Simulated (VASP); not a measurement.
# Al₂O₃: forms and broadenings of the independent-particle spectrum

Al₂O₃, P-6m2 (no. 187), 5 atoms in the cell. PBE, independent-particle dielectric function; PAW potentials Al, O (PBE set).

## Input

INCAR.step1:
```
EDIFF = 1E-8
ENCUT = 460
ISMEAR = 0
KPAR = 4
LASPH = T
LCHARG = F
LEPSILON = T
LWAVE = F
PREC = Accurate
SIGMA = 0.02
```

INCAR.step2, as INCAR.step1 but for:
```
- LEPSILON = T
- LWAVE = F
+ LWAVE = T
+ NBANDS = 68
```

INCAR.step3:
```
ALGO = None
CSHIFT = 0.1
EDIFF = 1E-7
ENCUT = 460
ISMEAR = 0
ISTART = 1
KPAR = 4
LASPH = T
LCHARG = F
LOPTICS = T
LWAVE = F
NBANDS = 68
NEDOS = 2000
NELM = 1
PREC = Accurate
SIGMA = 0.02
```

INCAR.step4, as INCAR.step3 but for:
```
+ LNABLA = T
```

INCAR.step5, as INCAR.step4 but for:
```
- LNABLA = T
+ IPEAD = 1
+ LPEAD = T
```

INCAR.step6, as INCAR.step5 but for:
```
- IPEAD = 1
+ IPEAD = 2
```

INCAR.step7 changes the same tag again: IPEAD = 4.

INCAR.step8, as INCAR.step7 but for:
```
- CSHIFT = 0.1
- IPEAD = 4
- LPEAD = T
+ CSHIFT = 0.05
```

INCAR.step9, as INCAR.step8 but for:
```
- CSHIFT = 0.05
+ CSHIFT = 0.2
```

INCAR.step10 changes the same tag again: CSHIFT = 0.5.

INCAR.step11, as INCAR.step10 but for:
```
- CSHIFT = 0.5
- ISMEAR = 0
+ CSHIFT = 0.1
+ ISMEAR = -5
```

INCAR.step12, as INCAR.step11 but for:
```
- ISMEAR = -5
- SIGMA = 0.02
+ ISMEAR = 0
+ SIGMA = 0.2
```

INCAR.step13, as INCAR.step12 but for:
```
- SIGMA = 0.2
+ OMEGAMAX = 12
+ SIGMA = 0.02
```

INCAR.step14, as INCAR.step13 but for:
```
- OMEGAMAX = 12
+ OMEGAMAX = 60
```

KPOINTS:
```
k-points
0
Gamma
  8 8 2
```

POSCAR:
```
Al2O3
1.0
    2.8843249483      0.0000000000      0.0000000000
   -1.4421624742      2.4978986780      0.0000000000
    0.0000000000      0.0000000000      9.3367544600
Al O
2 3
Direct
    0.0000000000      0.0000000000      0.8500076700
    0.0000000000      0.0000000000      0.1499923300
    0.3333333333      0.6666666667      0.7776830800
    0.6666666667      0.3333333333      0.0000000000
    0.3333333333      0.6666666667      0.2223169200
```

Commands (each step's output is kept before the next begins):
```
cat potpaw_PBE.64/Al/POTCAR potpaw_PBE.64/O/POTCAR > POTCAR
cp INCAR.step1 INCAR
mpirun -np 4 vasp_std > vasp.out
rm WAVECAR CHG
cp INCAR.step2 INCAR
mpirun -np 4 vasp_std > vasp.out
cp INCAR.step3 INCAR
mpirun -np 4 vasp_std > vasp.out
cp INCAR.step4 INCAR
mpirun -np 4 vasp_std > vasp.out
cp INCAR.step5 INCAR
mpirun -np 4 vasp_std > vasp.out
cp INCAR.step6 INCAR
mpirun -np 4 vasp_std > vasp.out
cp INCAR.step7 INCAR
mpirun -np 4 vasp_std > vasp.out
cp INCAR.step8 INCAR
mpirun -np 4 vasp_std > vasp.out
cp INCAR.step9 INCAR
mpirun -np 4 vasp_std > vasp.out
cp INCAR.step10 INCAR
mpirun -np 4 vasp_std > vasp.out
cp INCAR.step11 INCAR
mpirun -np 4 vasp_std > vasp.out
cp INCAR.step12 INCAR
mpirun -np 4 vasp_std > vasp.out
cp INCAR.step13 INCAR
mpirun -np 4 vasp_std > vasp.out
cp INCAR.step14 INCAR
mpirun -np 4 vasp_std > vasp.out
```

## Result

- Direct gap on the mesh (eV): 5.01
- Gap on the mesh (eV): 4.78
- Bands: 68

One ground state, settings moved in the last step alone:

| Settings | ε at zero frequency | Mean energy of the absorption, weighted by Im ε (eV) | Time (s) |
|---|---|---|---|
| longitudinal form, CSHIFT 0.1 | 2.68 | 12.78 | 3 |
| transversal form (LNABLA) | 2.65 | 12.76 | 3 |
| finite differences (LPEAD), order 1 | 2.62 | 12.89 | 4 |
| finite differences (LPEAD), order 2 | 2.68 | 12.80 | 5 |
| finite differences (LPEAD), order 4 | 2.68 | 12.79 | 9 |
| CSHIFT 0.05 | 2.68 | 12.79 | 3 |
| CSHIFT 0.2 | 2.68 | 12.76 | 3 |
| CSHIFT 0.5 | 2.68 | 12.70 | 3 |
| tetrahedron method | 2.67 | 12.82 | 3 |
| SIGMA 0.2 | 2.68 | 12.78 | 3 |
| OMEGAMAX 12, which cuts the spectrum short | 1.87 | – | 3 |
| OMEGAMAX 60 | 2.68 | 12.78 | 3 |

The mean energy covers the spectrum up to 20 eV.

On the same mesh, density-functional perturbation theory with local fields gives ε = 2.44.

Limits: The 8×8×2 mesh is coarse for a spectrum: peaks stand apart that a denser mesh merges.

VASP 6.6.1 took 156 s on 4 cores (Intel Xeon Platinum 8259CL @ 2.50GHz (Skylake/Cascade Lake)), a shared host.
